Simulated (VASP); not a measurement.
KBr, 2 atoms in the cell. Symmetry: Fm-3m, No. 225, cubic system. The conventional cell has a = 6.701 Å, b = 6.701 Å, c = 6.701 Å, α = 90.00°, β = 90.00°, γ = 90.00°. K (site symmetry m-3m) has 6 Br at 3.35 Å as nearest neighbours. Br (site symmetry m-3m) is surrounded by 6 K at 3.35 Å. 

* Program: VASP 6.6.1
* Task: relaxation of cell and atoms
* Functional: LDA
* Potentials or basis: VASP PAW LDA potentials, release 64 (K_sv, Br)
* Cutoff: 600 eV
* k mesh: 6 × 6 × 6
* Occupations: gaussian, width 0.02 eV
* Spin: no spin polarisation
* Dipole correction: no
* Further INCAR settings: ALGO = Fast; EDIFF = 1e-06; IBRION = 2; EDIFFG = -0.005; NSW = 70; ISIF = 3

Potentials or basis: VASP PAW LDA potentials, release 64 (K_sv, Br).

Launch:

```sh
$ cat potpaw_LDA.64/K_sv/POTCAR potpaw_LDA.64/Br/POTCAR > POTCAR
$ mpirun -np 1 vasp_std > vasp.out
```

Hardware: 1 thread of Intel(R) Xeon(R) Platinum 8259CL CPU @ 2.50GHz (Skylake/Cascade Lake), on a shared host.

Q: How long does it take, and how much memory?

A: Wall time 110 s on 1 thread of Intel(R) Xeon(R) Platinum 8259CL CPU @ 2.50GHz (Skylake/Cascade Lake), with other jobs on the host, peak memory 0.2 GiB. Counts: scf iterations 66, k points 16, ion steps 5.
